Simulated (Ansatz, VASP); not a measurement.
**AlGaN2: VASP beside Ansatz**

```
CELL_PARAMETERS angstrom
3.14088 0.00000 0.00000
0.00000 3.14088 0.00000
0.00000 0.00000 4.42384
ATOMIC_POSITIONS crystal
Al 0.50000 0.50000 0.50000
Ga 0.00000 0.00000 0.00000
N 0.50000 0.00000 0.71114
N 0.00000 0.50000 0.28886
```

Change from the starting cell: mode 12 (682.2 1/cm) frozen in, largest displacement -0.120 Å.

Alike in both runs: task single point; functional LDA; k mesh 8 × 8 × 6; occupations gaussian, width 0.05 eV; no spin polarisation.

|  | VASP | Ansatz |
| --- | --- | --- |
| version | VASP 6.6.1 | Ansatz 0.2.0 |
| potentials or method | VASP PAW LDA potentials, release 64 (Al, Ga_d, N) | scalar-relativistic, plane waves, PAW |
| plane-wave cutoff (eV) | 520 | 420 |
| valence electrons in the cell | 26 | 26 |

Ansatz gave:

| Property | Result |
| --- | --- |
| gap on the k mesh at the Fermi level (eV) | 2.56 |
| least direct gap on the mesh (eV) | 2.56 |
| pressure (GPa) | -2.6 |
| largest component of the traceless stress (GPa) | 4.46 |
| rms of the force components (eV/Å) | 1.220 |

Q: Which values does VASP return?

A: gap on the k mesh at the Fermi level (eV): 2.57; least direct gap on the mesh (eV): 2.57; pressure (GPa): -1.8; largest component of the traceless stress (GPa): 4.44; rms of the force components (eV/Å): 1.219.

Atom by atom the forces differ by 0.001 eV/Å (rms over components).

Caveats: forces of over 1 eV/Å show positions far from the minimum, so gaps and moduli don't describe the material at rest. A k mesh can miss the band edges.
